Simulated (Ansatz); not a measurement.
**Sb under changes of volume**

One of the cells (31.849 Å³/atom); the others are scaled copies at fixed shape and fractional positions:

```
Sb
1.0
     4.52770    0.00000    0.00000
     0.00000    4.42110    0.00000
    -1.32052    0.00000    6.36435
Sb
4
Direct
  0.33993 0.25000 0.68367
  0.93664 0.75000 0.76276
  0.06336 0.25000 0.23724
  0.66007 0.75000 0.31633
```

This isn't the form of Sb at room conditions, which is rhombohedral.

* Program: Ansatz 0.2.0
* Functional: LDA
* Potentials or basis: all-electron LAPW, scalar-relativistic
* Cutoff: 210 eV (chosen from the basis error)
* Basis error allowed: 0.002 eV/atom
* k mesh: 6 × 6 × 4
* Occupations: fermi-dirac, width 0.05 eV
* Spin: no spin polarisation

| volume (Å³/atom) | energy over the lowest point (meV/atom) | pressure (GPa) | largest force (eV/Å) |
| --- | --- | --- | --- |
| 29.938 | 0.00 | -0.4 | 0.266 |
| 30.575 | 3.82 | -1.5 | 0.158 |
| 31.212 | ? | ? | ? |
| 31.849 | 23.73 | -3.4 | 0.236 |
| 32.486 | 38.91 | -4.2 | 0.341 |
| 33.123 | 57.04 | -4.9 | 0.442 |
| 33.760 | 77.83 | -5.5 | 0.535 |

Task: What does the run at 31.212 Å³/atom give?

Result: Energy over the lowest point 11.89 meV/atom; pressure -2.5 GPa; largest force 0.132 eV/Å.

Worked out: A Birch-Murnaghan fit of order 3 (a polynomial in V^(-2/3)) to the other rows has its minimum at 29.74 Å³/atom, just outside them, with B0 = V·E''(V) = 58 GPa and B' = 4.6 at fixed shape and positions, which overstates the stiffness. It gives 11.89 meV/atom at 31.212 Å³/atom, against the run's 11.89, and -dE/dV = -2.5 GPa, against -2.5.

Energies are extrapolated to zero smearing.
